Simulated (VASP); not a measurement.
# InP (Fm-3m) in VASP: a series of runs

Runs on InP. Level: r2SCAN. Tasks: single point.

Everything below comes from runs of VASP 6.6.1. Logs are shortened: lines on timing, memory, paths and dates and some standing lists are left out, and cuts for length are marked.

## 1. The crystal as given

The structure is cubic, space group Fm-3m (No. 225). The conventional cell has a = 5.710 Å, b = 5.710 Å, c = 5.710 Å, α = 90.00°, β = 90.00°, γ = 90.00°. In (site symmetry m-3m) has 6 P at 2.85 Å as nearest neighbours. P (site symmetry m-3m) has 6 In at 2.85 Å as nearest neighbours.

Measurements of this composition are mostly on another form, of space group No. 216.

## 2. Single point, r2SCAN

Contents of POSCAR:

```
InP
1.0
    0.0000000000      2.8550000000      2.8550000000
    2.8550000000      0.0000000000      2.8550000000
    2.8550000000      2.8550000000      0.0000000000
In P
1 1
Direct
    0.0000000000      0.0000000000      0.0000000000
    0.5000000000      0.5000000000      0.5000000000
```

Contents of INCAR.step1:

```
PREC     = Accurate       # precision mode
ENCUT    = 520            # plane-wave cutoff, eV
ISMEAR   = 0              # smearing method
SIGMA    = 0.1            # smearing width, eV
LREAL    = False          # projectors in reciprocal space
LASPH    = True           # aspherical terms in the spheres
NELM     = 100            # most SCF steps
NBANDS   = 16             # bands
GGA      = PE             # functional
ALGO     = Normal         # electronic algorithm
EDIFF    = 1E-4           # SCF threshold, eV
LWAVE    = True           # write WAVECAR
LCHARG   = False          # write CHGCAR
```

Contents of INCAR.step2:

```
PREC     = Accurate       # precision mode
ENCUT    = 520            # plane-wave cutoff, eV
EDIFF    = 1E-7           # SCF threshold, eV
ISMEAR   = 0              # smearing method
SIGMA    = 0.1            # smearing width, eV
LREAL    = False          # projectors in reciprocal space
LASPH    = True           # aspherical terms in the spheres
NELM     = 100            # most SCF steps
ALGO     = Normal         # electronic algorithm
ISIF     = 2              # what is computed and relaxed
LWAVE    = False          # write WAVECAR
LCHARG   = False          # write CHGCAR
METAGGA  = R2SCAN         # meta-GGA
LMIXTAU  = True         
NBANDS   = 16             # bands
ISTART   = 1
```

Contents of KPOINTS:

```
Automatic mesh
0
Gamma
  6 6 6
```

Potentials or basis: VASP PAW PBE potentials, release 64 (In_d, P).

Started as:

```sh
cat potpaw_PBE.64/In_d/POTCAR potpaw_PBE.64/P/POTCAR > POTCAR
cp INCAR.step1 INCAR
mpirun -np 1 vasp_std > vasp.out
cp INCAR.step2 INCAR
mpirun -np 1 vasp_std > vasp.out
```

OUTCAR:

```text
PREC = Accurate
   ENCUT = 520
   EDIFF = 1E-7
   ISMEAR = 0
   LREAL = False
   LASPH = True
   NELM = 100
   ISIF = 2
   METAGGA = R2SCAN
   ISTART = 1

 ion  position               nearest neighbor table
   1  0.000  0.000  0.000-   2 2.85   2 2.85   2 2.85   2 2.85   2 2.85   2 2.85
   2  0.500  0.500  0.500-   1 2.85   1 2.85   1 2.85   1 2.85   1 2.85   1 2.85

  LATTYP: Found a face centered cubic cell.
 ALAT       =     5.7100000000

  Lattice vectors:

 A1 = (   0.0000000000,   2.8550000000,   2.8550000000)
 A2 = (   2.8550000000,   0.0000000000,   2.8550000000)
 A3 = (   2.8550000000,   2.8550000000,   0.0000000000)

Analysis of symmetry for initial positions (statically):
=====================================================================
 Subroutine PRICEL returns:
 Original cell was already a primitive cell.

 Routine SETGRP: Setting up the symmetry group for a
 face centered cubic supercell.

 Subroutine GETGRP returns: Found 48 space group operations
 (whereof 48 operations were pure point group operations)
 out of a pool of 48 trial point group operations.

The static configuration has the point symmetry O_h .

Analysis of symmetry for dynamics (positions and initial velocities):
=====================================================================
 Subroutine PRICEL returns:
 Original cell was already a primitive cell.

 Routine SETGRP: Setting up the symmetry group for a
 face centered cubic supercell.

 Subroutine GETGRP returns: Found 48 space group operations
 (whereof 48 operations were pure point group operations)
 out of a pool of 48 trial point group operations.

The dynamic configuration has the point symmetry O_h .

 Subroutine INISYM returns: Found 48 space group operations
 (whereof 48 operations are pure point group operations),
 and found     1 'primitive' translations

----------------------------------------------------------------------------------------

                                     Primitive cell

  volume of cell :      46.5424

  direct lattice vectors                    reciprocal lattice vectors
     0.000000000  2.855000000  2.855000000    -0.175131349  0.175131349  0.175131349
     2.855000000  0.000000000  2.855000000     0.175131349 -0.175131349  0.175131349
     2.855000000  2.855000000  0.000000000     0.175131349  0.175131349 -0.175131349

  length of vectors
     4.037579721  4.037579721  4.037579721     0.303336394  0.303336394  0.303336394

  position of ions in fractional coordinates (direct lattice)
     0.000000000  0.000000000  0.000000000
     0.500000000  0.500000000  0.500000000

  ion indices of the primitive-cell ions
   primitive index   ion index
                 1           1
                 2           2

----------------------------------------------------------------------------------------

 KPOINTS: Automatic mesh

Automatic generation of k-mesh.
 Grid dimensions read from file:
 generate k-points for:    6    6    6

 Generating k-lattice:

  Cartesian coordinates                     Fractional coordinates (reciprocal lattice)
    -0.029188558  0.029188558  0.029188558     0.166666667  0.000000000  0.000000000
     0.029188558 -0.029188558  0.029188558     0.000000000  0.166666667  0.000000000
     0.029188558  0.029188558 -0.029188558     0.000000000  0.000000000  0.166666667

  Length of vectors
     0.050556066  0.050556066  0.050556066

  Shift w.r.t. Gamma in fractional coordinates (k-lattice)
     0.000000000  0.000000000  0.000000000

 Subroutine IBZKPT returns following result:
 ===========================================

 Found     16 irreducible k-points:

 Following reciprocal coordinates:
            Coordinates               Weight
  0.000000  0.000000  0.000000      1.000000
  0.166667  0.000000  0.000000      8.000000
  0.333333  0.000000  0.000000      8.000000
  0.500000  0.000000  0.000000      4.000000
  0.166667  0.166667  0.000000      6.000000
  0.333333  0.166667  0.000000     24.000000
[... 8 lines left out ...]
 -0.333333  0.333333  0.166667     24.000000
 -0.333333  0.500000  0.166667     12.000000
   k-points           NKPTS =     16   k-points in BZ     NKDIM =     16   number of bands    NBANDS=     16
   number of dos      NEDOS =    301   number of ions     NIONS =      2
   total plane-waves  NPLWV =  27000
   dimension x,y,z NGX =    30 NGY =   30 NGZ =   30
   dimension x,y,z NGXF=    60 NGYF=   60 NGZF=   60
   ions per type =               1   1
   NGX,Y,Z   is equivalent  to a cutoff of  12.35, 12.35, 12.35 a.u.
   NGXF,Y,Z  is equivalent  to a cutoff of  24.70, 24.70, 24.70 a.u.
 SYSTEM =  unknown system
   PREC   = accura    normal or accurate (medium, high low for compatibility)
   ISTART =      1    job   : 0-new  1-cont  2-samecut
   ICHARG =      0    charge: 1-file 2-atom 10-const
   ISPIN  =      1    spin polarized calculation?
   LNONCOLLINEAR =      F non collinear calculations
   LSORBIT =      F    spin-orbit coupling
   LASPH  =      T    aspherical Exc in radial PAW
   ENCUT  =  520.0 eV  38.22 Ry    6.18 a.u.   7.51  7.51  7.51*2*pi/ulx,y,z
   NELM   =    100;   NELMIN=  2; NELMDL=  0     # of ELM steps
   EDIFF  = 0.1E-06   stopping-criterion for ELM
   LREAL  =      F    real-space projection
   EDIFFG = 0.1E-05   stopping-criterion for IOM
   NSW    =      0    number of steps for IOM
   IBRION =     -1    ionic relax: 0-MD 1-quasi-New 2-CG
   NFREE  =      0    steps in history (QN), initial steepest desc. (CG)
   ISIF   =      2    stress and relaxation
   ISYM   =      2    0-nonsym 1-usesym 2-fastsym
   POTIM  = 0.5000    time-step for ionic-motion
   TEBEG  =    0.0;   TEEND  =   0.0 temperature during run
   PSTRESS=    0.0 pullay stress
   NELECT =      18.0000    total number of electrons
   NUPDOWN=      -1.0000    fix difference up-down
   EMIN   =  10.00;   EMAX   =-10.00  energy-range for DOS
   EFERMI =   0.00;   METHOD = LEGACY
   ISMEAR =     0;   SIGMA  =   0.10  broadening in eV -4-tet -1-fermi 0-gaus
   EFERMI_NEDOS =   21; number of points for ismear=-14 and -15
   IALGO  =     38    algorithm
   IMIX   =      4    mixing-type and parameters
     AMIX     =   0.40;   BMIX     =  1.00
     AMIX_MAG =   1.60;   BMIX_MAG =  1.00
  volume/ion in A,a.u.               =      23.27       157.04
  Fermi-wavevector in a.u.,A,eV,Ry     =   1.192750  2.253971 19.356375  1.422653
  Thomas-Fermi vector in A             =   2.328781
   LORBIT       =      0    0 simple, 1 ext, 2 COOP (PROOUT), +10 PAW based schemes
   METAGGA = R2SCAN    functional components
   LHFCALC =     F    Hartree Fock is set to
   AEXX    =    0.0000 exact exchange contribution
   IVDW    =     0    specifies the selected vdW correction
   LEPSILON=     F    determine dielectric tensor
   LRPA    =     F    only Hartree local field effects (RPA)
 non-spin polarized calculation
 Gauss-broadening in eV      SIGMA  =   0.10
  energy-cutoff  :      520.00
  volume of cell :       46.54
 maximum number of plane-waves:      1272
   NGX = 15   NGY = 15   NGZ = 15

 number of electron      17.9999993 magnetization

 Free energy of the ion-electron system (eV)
  ---------------------------------------------------
  ext. energy  EPLUGINS =         0.00000000
  ---------------------------------------------------
  free energy    TOTEN  =       -31.61737475 eV

  energy without entropy =      -31.60737026  energy(sigma->0) =      -31.61237250

 E-fermi :   5.7964     XC(G=0): -10.5607

 val. band max:        5.7800115967   @ k =   0.3333   0.0000   0.0000
 cond. band min:       5.9159399579   @ k =   0.5000   0.0000   0.0000
 fundamental gap:      0.1359283612
 Fermi energy:         5.7964011792

 k-point     1 :       0.0000    0.0000    0.0000
  band No.  band energies     occupation
      1      -8.7954      2.00000
      2      -8.7954      2.00000
      3      -8.7666      2.00000
      4      -8.7666      2.00000
      5      -8.7666      2.00000
      6      -6.0426      2.00000
[... 8 lines left out ...]
     15      14.3319      0.00000
     16      14.3319      0.00000

 k-point     2 :       0.1667    0.0000    0.0000
  band No.  band energies     occupation
      1      -8.8055      2.00000
      2      -8.8055      2.00000
      3      -8.7666      2.00000
      4      -8.7536      2.00000
      5      -8.7536      2.00000
      6      -5.7269      2.00000
[... 8 lines left out ...]
     15      14.1866      0.00000
     16      14.3783      0.00000

 k-point     3 :       0.3333    0.0000    0.0000
  band No.  band energies     occupation
      1      -8.8296      2.00000
      2      -8.8296      2.00000
      3      -8.7685      2.00000
      4      -8.7233      2.00000
      5      -8.7233      2.00000
      6      -4.8841      2.00000
[... 8 lines left out ...]
     15      15.8701      0.00000
     16      15.8701      0.00000

 k-point     4 :       0.5000    0.0000    0.0000
  band No.  band energies     occupation
      1      -8.8420      2.00000
      2      -8.8420      2.00000
      3      -8.7700      2.00000
      4      -8.7076      2.00000
      5      -8.7076      2.00000
      6      -4.2225      2.00000
[... 8 lines left out ...]
     15      17.5159      0.00000
     16      17.5159      0.00000
[... 172 lines left out ...]
 k-point    14 :       0.5000    0.3333    0.1667
  band No.  band energies     occupation
      1      -8.9245      2.00000
      2      -8.8013      2.00000
      3      -8.7707      2.00000
      4      -8.7193      2.00000
      5      -8.7061      2.00000
      6      -4.1092      2.00000
[... 8 lines left out ...]
     15      18.2241      0.00000
     16      18.6135      0.00000

 k-point    15 :      -0.3333    0.3333    0.1667
  band No.  band energies     occupation
      1      -8.9407      2.00000
      2      -8.8094      2.00000
      3      -8.7487      2.00000
      4      -8.7391      2.00000
      5      -8.6940      2.00000
      6      -3.5554      2.00000
[... 8 lines left out ...]
     15      16.3986      0.00000
     16      19.1853      0.00000

 k-point    16 :      -0.3333    0.5000    0.1667
  band No.  band energies     occupation
      1      -8.9933      2.00000
      2      -8.7872      2.00000
      3      -8.7761      2.00000
      4      -8.7158      2.00000
      5      -8.6833      2.00000
      6      -3.2890      2.00000
[... 8 lines left out ...]
     15      18.1440      0.00000
     16      19.6107      0.00000

------------------------ aborting loop because EDIFF is reached ----------------------------------------

  FORCE on cell =-STRESS in cart. coord.  units (eV):
  Direction    XX          YY          ZZ          XY          YZ          ZX
  --------------------------------------------------------------------------------------
  -------------------------------------------------------------------------------------
  Total       -2.0630081     -2.0630081     -2.0630081      0.0000000     -0.0000000      0.0000000
  in kB      -71.0171417    -71.0171417    -71.0171417      0.0000000     -0.0000000      0.0000000
  external PRESSURE =     -71.0171417 kB  Pullay stress =       0.0000000 kB

 VOLUME and BASIS-vectors are now :
 -----------------------------------------------------------------------------
  energy-cutoff  :      520.00
  volume of cell :       46.54
      direct lattice vectors                 reciprocal lattice vectors
     0.000000000  2.855000000  2.855000000    -0.175131349  0.175131349  0.175131349
     2.855000000  0.000000000  2.855000000     0.175131349 -0.175131349  0.175131349
     2.855000000  2.855000000  0.000000000     0.175131349  0.175131349 -0.175131349

 POSITION                                       TOTAL-FORCE (eV/Angst)
 -----------------------------------------------------------------------------------
      0.00000      0.00000      0.00000         0.000000     -0.000000     -0.000000
      2.85500      2.85500      2.85500        -0.000000      0.000000      0.000000
 -----------------------------------------------------------------------------------
    total drift:                               -0.000000      0.000000      0.000000

  FREE ENERGIE OF THE ION-ELECTRON SYSTEM (eV)
  ---------------------------------------------------
  free  energy   TOTEN  =       -31.6173747501 eV

  energy  without entropy=      -31.6073702591  energy(sigma->0) =      -31.61237250
```

Wall time 46 s (1 thread of Intel Xeon Platinum 8559C (Emerald Rapids), shared host); peak memory 0.17 GiB.

What came out:

```yaml
Free_energy: -31.6174 eV
Pressure: -7.1 GPa
Band_gap_on_the_k_mesh: none (metal or under the smearing width)
```

Levels at points of the mesh, in eV from the Fermi level:
```
           k point  band 5  band 6  band 7  band 8  band 9  band 10  band 11  band 12  band 13  band 14
(0.00, 0.00, 0.00)  -14.56  -11.84   -0.24   -0.24   -0.24     0.29     7.55     7.55     7.55     8.54
(0.50, 0.00, 0.00)  -14.50  -10.02   -6.28    0.12    0.12     2.89     3.75     3.75     4.99    11.41
(0.50, 0.50, 0.00)  -14.48   -9.10   -4.51   -2.40   -2.12    -2.12     4.42     9.84     9.84    10.20
```

Caveat: the PAW data sets were made with another functional, which shifts forces and pressure a little.

[end of part 1 of 2]
